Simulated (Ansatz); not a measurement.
# Structure relaxation of Zr

All numbers below come from DFT PBE, scalar-relativistic, plane waves, PAW in Ansatz 0.2.0. Cutoff 420 eV, Γ-centred k mesh, Gaussian smearing, no spin polarisation in the final step.

The start is a random cell of Zr with space group P2_1 (No. 4), drawn with lower limits on the distances.

```xyz
4
Lattice="5.8258 0.0000 0.0000 0.0000 3.5031 0.0000 -2.8628 0.0000 5.2084" Properties=species:S:1:pos:R:3 pbc="T T T"
Zr   -0.9543    1.1677    1.7361
Zr   -1.9085    2.9192    3.4723
Zr    1.2262    1.7663    1.3021
Zr    1.7368    0.0147    3.9063
```

Cell and atoms relax at zero pressure; the relaxation can't lower the symmetry of the start. After a coarse first stage the cell is made exact in the group found at 0.06 Å.

Energies count from the standard state of Zr at the same level.

(1) What does it relax into?

(2) What are its volume, energy, density and gap?

## Answers

(1) It ends in Fm-3m (No. 225). The result has the fcc structure. Conventional cell: a = 4.527 Å. Zr is coordinated by 12 Zr at 3.20 Å.

Space group Fm-3m (No. 225). a = 4.527 Å, b = 4.527 Å, c = 4.527 Å, α = 90.00°, β = 90.00°, γ = 90.00°
```
atom site symmetry x y z
  Zr    4a m-3m  0.0000  0.0000  0.0000
```

(2) The volume per atom is 23.19 Å³, the density is 6.53 g/cm³ and the energy over the standard structure is 0.04 eV/atom. The gap on the 24×24×24 mesh is 0 eV (a metal).

The final run used a 24×24×24 mesh on its 1-atom cell and 0.10 eV smearing. For metals, differences of a few meV/atom aren't resolved. A structure relaxed within its symmetry needn't be a true minimum.